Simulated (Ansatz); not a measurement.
HfO2 (started from an entry of an open crystallographic database) at its r2SCAN geometry, run in Ansatz 0.2.0 at 2 levels of theory. (Simulation; spin polarisation is off.)

The DDH-PBE0 input:
```yaml
crystal:
  lattice:
    - [5.1137784634, 0.0, -0.00570506]
    - [0.0, 5.1814799091, 0.0]
    - [-0.8637460307, 0.0, 5.2240136546]
  atoms:
    - { symbol: Hf, position: [0.2761899061, 0.0418256091, 0.208195903] }
    - { symbol: Hf, position: [0.7238100939, 0.5418256091, 0.291804097] }
    - { symbol: Hf, position: [0.7238100939, 0.9581743909, 0.791804097] }
    - { symbol: Hf, position: [0.2761899061, 0.4581743909, 0.708195903] }
    - { symbol: O, position: [0.4479232021, 0.7576885539, 0.4785121653] }
    - { symbol: O, position: [0.5520767979, 0.2576885539, 0.0214878347] }
    - { symbol: O, position: [0.5520767979, 0.2423114461, 0.5214878347] }
    - { symbol: O, position: [0.4479232021, 0.7423114461, 0.9785121653] }
    - { symbol: O, position: [0.0701703104, 0.3339088452, 0.3439191144] }
    - { symbol: O, position: [0.9298296896, 0.8339088452, 0.1560808856] }
    - { symbol: O, position: [0.9298296896, 0.6660911548, 0.6560808856] }
    - { symbol: O, position: [0.0701703104, 0.1660911548, 0.8439191144] }
  host: atoms
kpoints:
  mp_grid: { grid: [4, 4, 4] }
  band_path:
    path:
      - [0.0, 0.0, 0.0]
      - [0.0, 0.5, 0.0]
      - [0.0, 0.5, 0.5]
      - [0.0, 0.0, 0.5]
      - [-0.5, 0.0, 0.5]
      - [-0.5, 0.5, 0.5]
      - [-0.5, 0.5, 0.0]
      - [-0.5, 0.0, 0.0]
    npoints: 1
hamiltonian:
  xc:
    exchange: pbe
    correlation: pbe
    exx: { coeff: inverse_dielectric }
scf:
  occupations: { method: fixed }
  n_extra_bands: 7
output:
  forces: true
  stress: true
  eigenvalues: true
```

Main results, then, where recorded, the levels near the gap in eV from the Fermi energy (columns number the bands from 0), one row a point of the path (Γ, Z, D, B, A, E, C₂, Y₂):
```
Crystal: 12 atoms, lattice volume = 138.395 Å³
Symmetry: 4 space group operations
Space group: P21/c (ITA 14)
```
```
ε∞ on k-mesh 2×2×2 of a primitive cell: xx 4.9494, yy 4.9706, zz 4.6609; 3/Tr ε∞, of that cell with its empty space = 0.20574803926152618
Basis set: ecut = 420 eV, 2703 PW (Γ)
Bands: 83, of which v1, the nominal top of the filled ones, is band 76 counted from 1 (75 counted from 0)
k-points: 30 of 64
hybrid outer 1: dexx = +6.503e-2 eV, tail = 2.11e-3 eV
hybrid outer 2: dexx = +4.743e-6 eV, tail = 3.09e-7 eV, Δε = 6.35e-3 eV, ΔF = 5.07e-3 eV/Å
hybrid outer 3: dexx = +4.682e-9 eV, tail = 2.33e-9 eV, Δε = 8.37e-5 eV, ΔF = 7.86e-5 eV/Å
Free energy (F): -67440.190305 eV
Fermi energy:    12.951486 eV
--- Forces (eV/Å), atoms counted from 1 ---
  atom   1  Hf    -0.03971    -0.01001    -0.03727
  atom   2  Hf      0.03971    -0.01001      0.03727
  atom   3  Hf      0.03971      0.01001      0.03727
  atom   4  Hf    -0.03971      0.01001    -0.03727
  atom   5  O       0.04172    -0.00045      0.01570
  atom   6  O     -0.04172    -0.00045    -0.01570
  atom   7  O     -0.04172      0.00045    -0.01570
  atom   8  O       0.04172      0.00045      0.01570
  atom   9  O       0.02185      0.00802      0.03700
  atom  10  O     -0.02185      0.00802    -0.03700
  atom  11  O     -0.02185    -0.00802    -0.03700
  atom  12  O       0.02185    -0.00802      0.03700
--- Stress (GPa, compression-positive) ---
        1.111308       0.000000      -0.075426
        0.000000       1.120916       0.000000
       -0.075426       0.000000       0.869078
  P = ⅓ Tr σ = 1.0338 GPa (10.338 kbar)
```
```tsv
band_72	band_73	band_74	band_75	band_76	band_77	band_78
-0.559	-0.531	-0.208	0.000	6.497	7.163	7.230
-0.878	-0.878	-0.488	-0.488	7.043	7.043	7.662
-0.961	-0.961	-0.683	-0.683	6.993	6.993	7.187
-0.922	-0.922	-0.516	-0.516	6.759	6.759	7.301
-1.040	-1.040	-0.528	-0.528	6.371	6.371	7.570
-1.121	-1.121	-0.777	-0.777	6.565	6.565	7.290
-1.001	-1.001	-0.651	-0.651	6.737	6.737	7.300
-0.786	-0.610	-0.462	-0.095	6.022	7.152	7.254
```

DDH-PBE0 gives an indirect gap of 6.02 eV, from Γ to Y₂; the least direct gap is 6.12 eV at Y₂.

PBE0. Against the first input these blocks differ (the band path and keys that only write files left aside):
```yaml
hamiltonian:
  xc: pbe0
```
(crystal.host left out)

```
Basis set: ecut = 420 eV, 2703 PW (Γ)
Bands: 83, of which v1, the nominal top of the filled ones, is band 76 counted from 1 (75 counted from 0)
k-points: 30 of 64
hybrid outer 1: dexx = +1.145e-1 eV, tail = 4.51e-3 eV
hybrid outer 2: dexx = +1.253e-5 eV, tail = 1.06e-6 eV, Δε = 9.55e-3 eV, ΔF = 7.85e-3 eV/Å
hybrid outer 3: dexx = +1.579e-8 eV, tail = 9.08e-9 eV, Δε = 1.52e-4 eV, ΔF = 1.60e-4 eV/Å
Free energy (F): -67438.929820 eV
Fermi energy:    12.685699 eV
--- Forces (eV/Å), atoms counted from 1 ---
  atom   1  Hf    -0.06362    -0.01354    -0.05538
  atom   2  Hf      0.06362    -0.01354      0.05538
  atom   3  Hf      0.06362      0.01354      0.05538
  atom   4  Hf    -0.06362      0.01354    -0.05538
  atom   5  O       0.06244    -0.00225      0.01640
  atom   6  O     -0.06244    -0.00225    -0.01640
  atom   7  O     -0.06244      0.00225    -0.01640
  atom   8  O       0.06244      0.00225      0.01640
  atom   9  O       0.03086      0.01050      0.05449
  atom  10  O     -0.03086      0.01050    -0.05449
  atom  11  O     -0.03086    -0.01050    -0.05449
  atom  12  O       0.03086    -0.01050      0.05449
--- Stress (GPa, compression-positive) ---
        0.186419       0.000000      -0.113322
        0.000000       0.195604       0.000000
       -0.113322       0.000000      -0.067012
  P = ⅓ Tr σ = 0.1050 GPa (1.050 kbar)
```
```tsv
band_72	band_73	band_74	band_75	band_76	band_77	band_78
-0.563	-0.536	-0.211	0.000	6.929	7.615	7.673
-0.885	-0.885	-0.496	-0.496	7.484	7.484	8.116
-0.972	-0.972	-0.691	-0.691	7.438	7.438	7.633
-0.937	-0.937	-0.522	-0.522	7.197	7.197	7.753
-1.054	-1.054	-0.534	-0.534	6.805	6.805	8.019
-1.134	-1.134	-0.786	-0.786	6.999	6.999	7.731
-1.016	-1.016	-0.659	-0.659	7.169	7.169	7.748
-0.800	-0.613	-0.466	-0.096	6.451	7.598	7.699
```

With PBE0 the valence top lies at Γ and the conduction bottom at Y₂, 6.45 eV higher; the smallest vertical gap, at Y₂, is 6.55 eV. The mean stress, +0.1 GPa, is small, and the program warns that its thresholds are loose for a hybrid's stress.

Totals of different functionals can't be compared.

Spin-orbit coupling is left out.

The meshes of the hybrids are coarse, so their gaps aren't converged to the digits shown.
